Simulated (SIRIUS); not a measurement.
WC (Qusongite):

```
CELL_PARAMETERS angstrom
2.90650 0.00000 0.00000
-1.45325 2.51710 0.00000
0.00000 0.00000 2.83660
ATOMIC_POSITIONS crystal
W 0.00000 0.00000 0.00000
C 0.66667 0.33333 0.50000
```

```yaml
Program: SIRIUS 7.12.0
Task: single point
Functional: PBEsol
Potentials_or_basis: PseudoDojo 0.4.1 PBEsol standard (scalar relativistic)
Cutoff: 1127 eV
Density_cutoff: 4507 eV
k_mesh: 10 × 10 × 9
Occupations: fermi-dirac, width 0.05 eV
Spin: no spin polarisation
```

On this cell: pressure -3.1 GPa; largest force under 0.003 eV/Å; band gap on the k mesh none (metal or under the smearing width).

The same run follows on a disturbed copy (atoms moved at random, drawn with an rms of 0.05 Å):

```
W C
1.0
     2.90650    0.00000    0.00000
    -1.45325    2.51710    0.00000
     0.00000    0.00000    2.83660
W C
1 1
Cartesian
  0.0076 0.0168 0.0552
  1.5104 0.8177 1.4749
```

Task: What changes?

Result: The energy (extrapolated to zero smearing) moves by +16.0 meV/atom; pressure -2.5 GPa; largest force 1.028 eV/Å; band gap on the k mesh none (metal or under the smearing width).

Forces in eV/Å, atoms in the order of the input:
```
W    0.823 -0.615  0.019
C   -0.823  0.615 -0.019
```

Stress tensor (GPa, compression positive):
```
-0.72 -2.06  0.03
-2.06 -3.84 -0.02
 0.03 -0.02 -2.82
```
